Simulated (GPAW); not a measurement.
A run of GPAW 26.7.0:

The input run.py:

```python
from ase.calculators.mixing import SumCalculator
from ase.filters import FrechetCellFilter
from ase.io import read, write
from ase.optimize import BFGS
from dftd4.ase import DFTD4
from gpaw import GPAW, PW

atoms = read('POSCAR')

calc = GPAW(mode=PW(800),
            xc='RPBE',
            kpts={'size': (10, 10, 10), 'gamma': True},
            occupations={'name': 'fermi-dirac', 'width': 0.05},
            nbands=11,
            convergence={'density': 1e-05, 'forces': 0.0001},
            maxiter=150,
            txt='gpaw.txt')
atoms.calc = SumCalculator([calc, DFTD4(method='rpbe')])
opt = BFGS(FrechetCellFilter(atoms), trajectory='relax.traj', logfile='-')
done = opt.run(fmax=0.01, steps=40)
calc.write('gs.gpw')
write('result.traj', atoms)
print('Converged:', done)
print('Cell:', atoms.cell.cellpar().round(4))
print('Volume:', round(atoms.get_volume(), 4))
print(atoms.get_scaled_positions().round(5))
```

File POSCAR:

```
BAs
1.0
    0.0000000000      2.3885000000      2.3885000000
    2.3885000000      0.0000000000      2.3885000000
    2.3885000000      2.3885000000      0.0000000000
As B
1 1
Direct
    0.7500000000      0.7500000000      0.7500000000
    0.0000000000      0.0000000000      0.0000000000
```

Potentials or basis: the program's PAW data sets (release 1.2.1) made for this functional, pw.

The run is started by

```sh
$ OMP_NUM_THREADS=1 python run.py
```

Hardware: 1 thread of Intel(R) Xeon(R) 6975P-C (Granite Rapids) (shared host).

Problem. How long does it take, and how much memory?

Solution. Run time: 57 s on 1 thread of Intel(R) Xeon(R) 6975P-C (Granite Rapids), on a shared host, peak memory 0.32 GiB. Counts: scf iterations 38, plane waves 1422, bands 11, k points 47, ion steps 4.
